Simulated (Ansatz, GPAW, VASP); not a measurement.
## CdS: 3 runs at one level of theory

```
Cd S
1.0
     4.15000    0.00000    0.00000
    -2.07500    3.59401    0.00000
     0.00000    0.00000    6.73700
Cd S
2 2
Direct
  0.66667 0.33333 0.50000
  0.33333 0.66667 0.00000
  0.66667 0.33333 0.87500
  0.33333 0.66667 0.37500
```

Alike in all runs: task single point; functional PBE; k mesh 7 × 7 × 4; occupations gaussian, width 0.02 eV; no spin polarisation; no spin-orbit coupling. Pressure is positive in compression and, in plane waves, holds the error of the finite cutoff, which Ansatz's Pulay term estimates and takes out.

| program and potentials | plane-wave cutoff (eV) | notes | pressure (GPa) | largest force (eV/Å) |
| --- | --- | --- | --- | --- |
| Ansatz, Ansatz PAW | 420 | 13 valence electrons an atom on average; Pulay term of +0.04 GPa included | 2.07 | 0.068 |
| GPAW, GPAW PAW data sets (gpaw-data 1.2.1) | 600 | 9 valence electrons an atom on average | 1.82 | 0.067 |
| VASP, PBE PAW files Cd, S, 520 eV | 520 | 9 valence electrons an atom on average | 2.42 | 0.069 |

Force on atom 1 (Cd), eV/Å:

```
                    program and potentials      x      y       z
                        Ansatz, Ansatz PAW  0.000  0.000  -0.068
GPAW, GPAW PAW data sets (gpaw-data 1.2.1)  0.000  0.000  -0.067
         VASP, PBE PAW files Cd, S, 520 eV  0.000  0.000  -0.069
```

The pressure spans 1.82 (GPAW, GPAW PAW data sets (gpaw-data 1.2.1)) to 2.42 GPa (VASP, PBE PAW files Cd, S, 520 eV).

Differences between rows come from potentials, basis sets and numerical settings, since the functional is the same but for its coding. Runs on potential files found faulty are left out.
